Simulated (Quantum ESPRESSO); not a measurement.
# WC (Cmmm) in Quantum ESPRESSO: reference runs

Reference runs on WC: the cell as given and a disturbed copy, then over a range of volumes.

Everything below comes from runs of Quantum ESPRESSO 7.5. Logs are shortened: lines on timing, memory, paths and dates and some standing lists are left out, and cuts for length are marked.

## 1. Starting point

It takes space group Cmmm (No. 65, orthorhombic). Conventional cell: a = 3.281 Å, b = 4.236 Å, c = 4.309 Å, α = 90.00°, β = 90.00°, γ = 90.00°. W (site symmetry mmm) has 4 W at 2.68 Å and 8 C at 2.71 to 3.02 Å as nearest neighbours. C (site symmetry mmm) has 4 C at 2.68 Å and 8 W at 2.71 to 3.02 Å as nearest neighbours.

The cell was built by a generator and needn't be a form met in nature.

## 2. Single point, PBE

Input file pw.in:

```
&CONTROL
  calculation = 'scf'
  prefix = 'pwscf'
  outdir = './tmp'
  pseudo_dir = './pseudo'
  tprnfor = .true.
  tstress = .true.
  disk_io = 'low'
/
&SYSTEM
  ibrav = 0
  nat = 2
  ntyp = 2
  ecutwfc = 55
  ecutrho = 440
  nbnd = 15
  occupations = 'smearing'
  smearing = 'fd'
  degauss = 0.00367493
/
&ELECTRONS
  conv_thr = 4d-10
  electron_maxstep = 120
  mixing_beta = 0.5
/
ATOMIC_SPECIES
W    183.8400 W_pbe_v1.2.uspp.F.UPF
C     12.0110 C.pbe-n-kjpaw_psl.1.0.0.UPF
CELL_PARAMETERS angstrom
   1.6403461100   -2.1180379000    0.0000000000
   1.6403461100    2.1180379000    0.0000000000
   0.0000000000    0.0000000000    4.3094211000
ATOMIC_POSITIONS crystal
W      0.5000000000    0.5000000000    0.5000000000
C      0.0000000000    0.0000000000    0.0000000000
K_POINTS automatic
10 10 6 0 0 0
```

Input file pp_density.in:

```
&INPUTPP
  prefix = 'pwscf'
  outdir = './tmp'
  filplot = 'density.dat'
  plot_num = 0
/
&PLOT
  nfile = 1
  filepp(1) = 'density.dat'
  iflag = 3
  output_format = 6
  fileout = 'density.cube'
/
```

Input file pp_potential.in:

```
&INPUTPP
  prefix = 'pwscf'
  outdir = './tmp'
  filplot = 'potential.dat'
  plot_num = 11
/
&PLOT
  nfile = 1
  filepp(1) = 'potential.dat'
  iflag = 3
  output_format = 6
  fileout = 'potential.cube'
/
```

Potentials or basis: SSSP 1.3 efficiency PBE.

Command:

```bash
$ OMP_NUM_THREADS=1 pw.x -in pw.in > pw.out
$ OMP_NUM_THREADS=1 pp.x -in pp_density.in > pp_density.out
$ OMP_NUM_THREADS=1 pp.x -in pp_potential.in > pp_potential.out
```

pw.out:

```text
This program is part of the open-source Quantum ESPRESSO suite
     for quantum simulation of materials; please cite
         "P. Giannozzi et al., J. Phys.:Condens. Matter 21 395502 (2009);
         "P. Giannozzi et al., J. Phys.:Condens. Matter 29 465901 (2017);
         "P. Giannozzi et al., J. Chem. Phys. 152 154105 (2020);
     in publications or presentations arising from this work. More details at

     file C.pbe-n-kjpaw_psl.1.0.0.UPF: wavefunction(s)  2S 2P renormalized
     Message from routine setup:
     using ibrav=0 with symmetry is DISCOURAGED, use correct ibrav instead

     G-vector sticks info
     --------------------
     sticks:   dense  smooth     PW     G-vecs:    dense   smooth      PW
     Sum         863     425    139                31469    11123    2077

     Using Slab Decomposition

     bravais-lattice index     =            0
     lattice parameter (alat)  =       5.0625  a.u.
     unit-cell volume          =     202.0760 (a.u.)^3
     number of atoms/cell      =            2
     number of atomic types    =            2
     number of electrons       =        18.00
     number of Kohn-Sham states=           15
     kinetic-energy cutoff     =      55.0000  Ry
     charge density cutoff     =     440.0000  Ry
     scf convergence threshold =      4.0E-10
     mixing beta               =       0.5000
     number of iterations used =            8  plain     mixing
     Exchange-correlation= SLA  PW   PBX  PBC
                           (   1   4   3   4   0   0   0)

     celldm(1)=   5.062498  celldm(2)=   0.000000  celldm(3)=   0.000000
     celldm(4)=   0.000000  celldm(5)=   0.000000  celldm(6)=   0.000000

     crystal axes: (cart. coord. in units of alat)
               a(1) = (   0.612307  -0.790620   0.000000 )
               a(2) = (   0.612307   0.790620   0.000000 )
               a(3) = (   0.000000   0.000000   1.608618 )

     reciprocal axes: (cart. coord. in units 2 pi/alat)
               b(1) = (  0.816583 -0.632415  0.000000 )
               b(2) = (  0.816583  0.632415 -0.000000 )
               b(3) = ( -0.000000  0.000000  0.621652 )

     PseudoPot. # 1 for W  read from file:
     W_pbe_v1.2.uspp.F.UPF
     Pseudo is Ultrasoft + core correction, Zval = 14.0
     Generated by new atomic code, or converted to UPF format
     Using radial grid of  923 points,  8 beta functions with:
                l(1) =   0
                l(2) =   0
                l(3) =   0
                l(4) =   1
                l(5) =   1
                l(6) =   2
                l(7) =   2
                l(8) =   3
     Q(r) pseudized with  6 coefficients,  rinner =    1.350   1.350   1.350
                                                       1.350   1.350   1.350
                                                       1.350

     PseudoPot. # 2 for C  read from file:
     C.pbe-n-kjpaw_psl.1.0.0.UPF
     Pseudo is Projector augmented-wave + core cor, Zval =  4.0
     Generated using "atomic" code by A. Dal Corso  v.5.1
     Shape of augmentation charge: PSQ
     Using radial grid of 1073 points,  4 beta functions with:
                l(1) =   0
                l(2) =   0
                l(3) =   1
                l(4) =   1
     Q(r) pseudized with 0 coefficients

     atomic species   valence    mass     pseudopotential
     W                14.00   183.84000     W ( 1.00)
     C                 4.00    12.01100     C ( 1.00)

      8 Sym. Ops., with inversion, found

   Cartesian axes

     site n.     atom                  positions (alat units)
         1        W      tau(   1) = (   0.6123073   0.0000000   0.8043090  )
         2        C      tau(   2) = (   0.0000000   0.0000000   0.0000000  )

     number of k points=   124  Fermi-Dirac smearing, width (Ry)=  0.0037

     Number of k-points >= 100: set verbosity='high' to print them.

     Dense  grid:    31469 G-vectors     FFT dimensions: (  36,  36,  60)

     Smooth grid:    11123 G-vectors     FFT dimensions: (  24,  24,  40)

     Initial potential from superposition of free atoms

     starting charge      17.8996, renormalised to      18.0000

     negative rho (up, down):  6.409E-02 0.000E+00
     Starting wfcs are   17 randomized atomic wfcs

     Self-consistent Calculation

     iteration #  1     ecut=    55.00 Ry     beta= 0.50
     Davidson diagonalization with overlap
     ethr =  1.00E-02,  avg # of iterations =  2.6

     Threshold (ethr) on eigenvalues was too large:
     Diagonalizing with lowered threshold

     Davidson diagonalization with overlap
     ethr =  9.75E-04,  avg # of iterations =  1.0

     negative rho (up, down):  6.537E-02 0.000E+00

     total energy              =    -177.11632273 Ry
     estimated scf accuracy    <       0.17830791 Ry

     iteration #  2     ecut=    55.00 Ry     beta= 0.50
     Davidson diagonalization with overlap
     ethr =  9.91E-04,  avg # of iterations =  2.1

     negative rho (up, down):  6.624E-02 0.000E+00

     total energy              =    -177.09430500 Ry
     estimated scf accuracy    <       0.67578476 Ry

     iteration #  3     ecut=    55.00 Ry     beta= 0.50
     Davidson diagonalization with overlap
     ethr =  9.91E-04,  avg # of iterations =  1.6

     negative rho (up, down):  6.757E-02 0.000E+00

     total energy              =    -177.18210722 Ry
     estimated scf accuracy    <       0.01099676 Ry

     iteration #  4     ecut=    55.00 Ry     beta= 0.50
     Davidson diagonalization with overlap
     ethr =  6.11E-05,  avg # of iterations =  1.8

     negative rho (up, down):  6.816E-02 0.000E+00

     total energy              =    -177.18329171 Ry
     estimated scf accuracy    <       0.00020829 Ry

     iteration #  5     ecut=    55.00 Ry     beta= 0.50
     Davidson diagonalization with overlap
     ethr =  1.16E-06,  avg # of iterations =  3.3

     negative rho (up, down):  6.816E-02 0.000E+00

     total energy              =    -177.18331665 Ry
     estimated scf accuracy    <       0.00001255 Ry

     iteration #  6     ecut=    55.00 Ry     beta= 0.50
     Davidson diagonalization with overlap
     ethr =  6.97E-08,  avg # of iterations =  3.4

     negative rho (up, down):  6.809E-02 0.000E+00

     total energy              =    -177.18331936 Ry
     estimated scf accuracy    <       0.00000048 Ry

     iteration #  7     ecut=    55.00 Ry     beta= 0.50
     Davidson diagonalization with overlap
     ethr =  2.67E-09,  avg # of iterations =  2.4

     negative rho (up, down):  6.802E-02 0.000E+00

     total energy              =    -177.18331944 Ry
     estimated scf accuracy    <       0.00000004 Ry

     iteration #  8     ecut=    55.00 Ry     beta= 0.50
     Davidson diagonalization with overlap
     ethr =  2.38E-10,  avg # of iterations =  2.8

     negative rho (up, down):  6.802E-02 0.000E+00

     total energy              =    -177.18331945 Ry
     estimated scf accuracy    <          3.5E-09 Ry

     iteration #  9     ecut=    55.00 Ry     beta= 0.50
     Davidson diagonalization with overlap
     ethr =  1.93E-11,  avg # of iterations =  2.7

     negative rho (up, down):  6.802E-02 0.000E+00

     total energy              =    -177.18331945 Ry
     estimated scf accuracy    <          4.9E-10 Ry

     iteration # 10     ecut=    55.00 Ry     beta= 0.50
     Davidson diagonalization with overlap
     ethr =  2.71E-12,  avg # of iterations =  1.2

     negative rho (up, down):  6.802E-02 0.000E+00

     End of self-consistent calculation

     Number of k-points >= 100: set verbosity='high' to print the bands.

     the Fermi energy is    13.7351 ev

!    total energy              =    -177.18331945 Ry
     estimated scf accuracy    <          3.2E-11 Ry
     smearing contrib. (-TS)   =      -0.00107516 Ry
     internal energy E=F+TS    =    -177.18224429 Ry

     The total energy is F=E-TS. E is the sum of the following terms:
     one-electron contribution =     -38.32591158 Ry
     hartree contribution      =      26.10647592 Ry
     xc contribution           =     -45.22720535 Ry
     ewald contribution        =    -113.54365502 Ry
     one-center paw contrib.   =      -6.19194826 Ry

     convergence has been achieved in  10 iterations

     negative rho (up, down):  6.802E-02 0.000E+00

     Forces acting on atoms (cartesian axes, Ry/au):

     atom    1 type  1   force =     0.00000000    0.00000000    0.00000000
     atom    2 type  2   force =     0.00000000    0.00000000    0.00000000

     Total force =     0.000000     Total SCF correction =     0.000000

     Computing stress (Cartesian axis) and pressure

     negative rho (up, down):  6.802E-02 0.000E+00
          total   stress  (Ry/bohr**3)                   (kbar)     P=     -321.61
  -0.00239488  -0.00000000   0.00000000         -352.30       -0.00        0.00
   0.00000000  -0.00017216   0.00000000            0.00      -25.33        0.00
   0.00000000   0.00000000  -0.00399178            0.00        0.00     -587.21

=------------------------------------------------------------------------------=
   JOB DONE.
=------------------------------------------------------------------------------=
```

Wall time 37 s (1 thread of Arm Neoverse V2, shared host); peak memory 0.29 GiB.

What came out:

| Property | Result |
| --- | --- |
| Free energy | -2410.7019 eV |
| Pressure | -32.2 GPa |
| Band gap on the k mesh | none (metal or under the smearing width) |

Levels at points of the mesh, in eV from the Fermi level:
| k point | band 7 | band 8 | band 9 | band 10 | band 11 | band 12 |
| --- | --- | --- | --- | --- | --- | --- |
| (0.00, 0.00, 0.00) | -3.41 | -3.21 | 1.83 | 2.07 | 2.11 | 2.67 |
| (0.00, 0.00, -0.50) | -3.38 | -2.67 | 0.21 | 2.05 | 2.59 | 3.68 |
| (0.00, -0.50, 0.00) | -4.80 | -3.70 | 1.86 | 1.88 | 2.59 | 3.49 |
| (0.00, -0.50, -0.50) | -3.93 | -2.49 | -0.67 | 0.23 | 2.21 | 2.37 |
| (-0.50, -0.50, 0.00) | -3.30 | -2.60 | -0.89 | -0.73 | -0.19 | 1.01 |
| (-0.50, -0.50, -0.50) | -5.01 | -2.87 | 0.22 | 1.08 | 2.66 | 3.63 |

Caveat: a pressure of tens of GPa on the cell as given is suspect, and the run, the potentials or the cell itself is likely at fault.

## 3. Single point, PBE (atoms moved at random, drawn with an rms of 0.05 Å)

pw.in, as its differences from that of step 2:

```diff
@@ -7,3 +7,3 @@
   tstress = .true.
-  disk_io = 'low'
+  disk_io = 'nowf'
 /
@@ -33,4 +33,4 @@
 ATOMIC_POSITIONS crystal
-W      0.5000000000    0.5000000000    0.5000000000
-C      0.0000000000    0.0000000000    0.0000000000
+W      0.5148190000    0.5227010000    0.4938880000
+C     -0.0034950000    0.0072040000   -0.0096200000
 K_POINTS automatic
```

Potentials or basis: SSSP 1.3 efficiency PBE.

Command:

```bash
$ OMP_NUM_THREADS=1 pw.x -in pw.in > pw.out
```

Run time: 69 s. Hardware: 1 thread of Arm Neoverse V2, shared host; peak memory 0.34 GiB.

Results (log left out):

```yaml
Free_energy: -2410.7081 eV
Pressure: -32.1 GPa
Largest_force: 0.225 eV/Å
Band_gap_on_the_k_mesh: none (metal or under the smearing width)
```

Forces on the atoms (eV/Å):
```
W    0.189 -0.006  0.121
C   -0.189  0.006 -0.121
```

Stress tensor (GPa, compression positive):
```
-35.13   0.00   0.02
  0.00  -2.56   0.00
  0.02   0.00 -58.75
```

Levels at points of the mesh, in eV from the Fermi level:
```tsv
k point	band 6	band 7	band 8	band 9	band 10	band 11	band 12	band 13
(0.00, 0.00, 0.00)	-5.59	-3.41	-3.21	1.82	1.98	2.23	2.67	2.72
(0.00, 0.00, -0.50)	-7.94	-3.38	-2.67	0.22	2.06	2.59	3.67	4.40
(0.00, -0.50, 0.00)	-5.82	-4.80	-3.70	1.86	1.88	2.59	3.49	4.34
(0.00, -0.50, -0.50)	-4.49	-3.93	-2.49	-0.66	0.24	2.21	2.37	2.63
(-0.50, -0.50, 0.00)	-3.75	-3.30	-2.60	-0.92	-0.78	-0.10	1.03	6.07
(-0.50, -0.50, -0.50)	-5.68	-5.01	-2.85	0.21	1.08	2.63	3.64	4.16
(0.50, 0.00, 0.00)	-5.82	-4.80	-3.70	1.86	1.88	2.59	3.49	4.34
(0.50, 0.00, 0.50)	-4.49	-3.93	-2.49	-0.66	0.24	2.21	2.37	2.63
```

Caveat: the cell as given lies far from equilibrium.

## 4. Single point, PBE, 14.07 Å³/atom

pw.in, as its differences from that of step 3:

```diff
@@ -29,8 +29,8 @@
 CELL_PARAMETERS angstrom
-   1.6403461100   -2.1180379000    0.0000000000
-   1.6403461100    2.1180379000    0.0000000000
-   0.0000000000    0.0000000000    4.3094211000
+   1.6068602628   -2.0748005046    0.0000000000
+   1.6068602628    2.0748005046    0.0000000000
+   0.0000000000    0.0000000000    4.2214490462
 ATOMIC_POSITIONS crystal
-W      0.5148190000    0.5227010000    0.4938880000
-C     -0.0034950000    0.0072040000   -0.0096200000
+W      0.5000000000    0.5000000000    0.5000000000
+C      0.0000000000    0.0000000000    0.0000000000
 K_POINTS automatic
```

Command:

```bash
$ OMP_NUM_THREADS=1 pw.x -in pw.in > pw.out
```

Run time: 31 s. Hardware: 1 thread of Arm Neoverse V2, shared host; peak memory 0.27 GiB.

Results (log left out):

```yaml
Free_energy: -2411.0336 eV
Pressure: -26.8 GPa
Band_gap_on_the_k_mesh: none (metal or under the smearing width)
```

## 5. Single point, PBE, 14.37 Å³/atom

pw.in, as its differences from that of step 4:

```diff
@@ -29,5 +29,5 @@
 CELL_PARAMETERS angstrom
-   1.6068602628   -2.0748005046    0.0000000000
-   1.6068602628    2.0748005046    0.0000000000
-   0.0000000000    0.0000000000    4.2214490462
+   1.6181765530   -2.0894122571    0.0000000000
+   1.6181765530    2.0894122571    0.0000000000
+   0.0000000000    0.0000000000    4.2511785401
 ATOMIC_POSITIONS crystal
```

Command:

```bash
$ OMP_NUM_THREADS=1 pw.x -in pw.in > pw.out
```

It took 32 s on 1 thread of Arm Neoverse V2, shared host; peak memory 0.28 GiB.

Results (log left out):

| Property | Result |
| --- | --- |
| Free energy | -2410.9298 eV |
| Pressure | -28.9 GPa |
| Band gap on the k mesh | none (metal or under the smearing width) |

## 6. Single point, PBE, 14.67 Å³/atom

pw.in, as its differences from that of step 5:

```diff
@@ -29,5 +29,5 @@
 CELL_PARAMETERS angstrom
-   1.6181765530   -2.0894122571    0.0000000000
-   1.6181765530    2.0894122571    0.0000000000
-   0.0000000000    0.0000000000    4.2511785401
+   1.6293367440   -2.1038224522    0.0000000000
+   1.6293367440    2.1038224522    0.0000000000
+   0.0000000000    0.0000000000    4.2804979393
 ATOMIC_POSITIONS crystal
```

Potentials or basis: SSSP 1.3 efficiency PBE.

Command:

```bash
$ OMP_NUM_THREADS=1 pw.x -in pw.in > pw.out
```

Run time: 34 s. Hardware: 1 thread of Arm Neoverse V2, shared host; peak memory 0.28 GiB.

The run converged. Its results:

| Quantity | Value |
| --- | --- |
| Free energy | -2410.8190 eV |
| Pressure | -30.6 GPa |
| Band gap on the k mesh | none (metal or under the smearing width) |

Caveat: the cell as given lies far from equilibrium.

## 7. Single point, PBE, 14.97 Å³/atom

pw.in, as its differences from that of step 6:

```diff
@@ -29,5 +29,5 @@
 CELL_PARAMETERS angstrom
-   1.6293367440   -2.1038224522    0.0000000000
-   1.6293367440    2.1038224522    0.0000000000
-   0.0000000000    0.0000000000    4.2804979393
+   1.6403461100   -2.1180379000    0.0000000000
+   1.6403461100    2.1180379000    0.0000000000
+   0.0000000000    0.0000000000    4.3094211000
 ATOMIC_POSITIONS crystal
```

Command:

```bash
$ OMP_NUM_THREADS=1 pw.x -in pw.in > pw.out
```

It took 35 s on 1 thread of Arm Neoverse V2, shared host; peak memory 0.29 GiB.

The run converged. Its results:

```
Free energy            : -2410.7019 eV
Pressure               : -32.2 GPa
Band gap on the k mesh : none (metal or under the smearing width)
```

Caveat: the cell as given lies far from equilibrium.

(Part 1 of 2 ends here.)
